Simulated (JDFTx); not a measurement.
Crystal: Ti.

```xyz
1
Lattice="-1.6410 1.6410 1.6410 1.6410 -1.6410 1.6410 1.6410 1.6410 -1.6410" Properties=species:S:1:pos:R:3 pbc="T T T"
Ti    0.0000    0.0000    0.0000
```

This isn't the form of Ti at room conditions, which is hcp.

* Program: JDFTx 1.7.0 (patched build)
* Task: relaxation of cell and atoms
* Functional: PBEsol
* Potentials or basis: PseudoDojo-SR-PBEsol-0.4.1-standard with smoothed tails
* Cutoff: 1143 eV
* Density cutoff: 4572 eV
* k mesh: 11 × 11 × 11
* Occupations: fermi-dirac, width 0.05 eV
* Spin: no spin polarisation

At the start: pressure -6.7 GPa; volume 17.68 Å³/atom.

Task: How do energy, volume and symmetry change on relaxing?

Result: Over 5 steps the energy falls by 25.2 meV/atom and the volume is 16.53 Å³/atom (-6.5 %); space group Im-3m (No. 229, to 0.05 Å).

Step by step:
```
step  energy change (eV)  largest force (eV/Å)  pressure (GPa)  volume (Å³)
   1              0.0000                0.0000           -6.73        17.68
   2             -0.0070                0.0000           -5.79        17.50
   3             -0.0252                0.0000           -0.05        16.54
   4             -0.0252                0.0000            0.00        16.53
   5             -0.0252                0.0000            0.00        16.53
```

Final structure:
```cif
data_structure
_symmetry_space_group_name_H-M 'P 1'
_symmetry_Int_Tables_number 1
_cell_length_a 2.7796
_cell_length_b 2.7796
_cell_length_c 2.7796
_cell_angle_alpha 109.471
_cell_angle_beta 109.471
_cell_angle_gamma 109.471
_cell_volume 16.53
loop_
_atom_site_label
_atom_site_type_symbol
_atom_site_fract_x
_atom_site_fract_y
_atom_site_fract_z
_atom_site_occupancy
Ti1 Ti 0.00000 0.00000 0.00000 1
```

Caveat: the plane waves are those of the starting cell, so after so large a change of volume the result is rough.
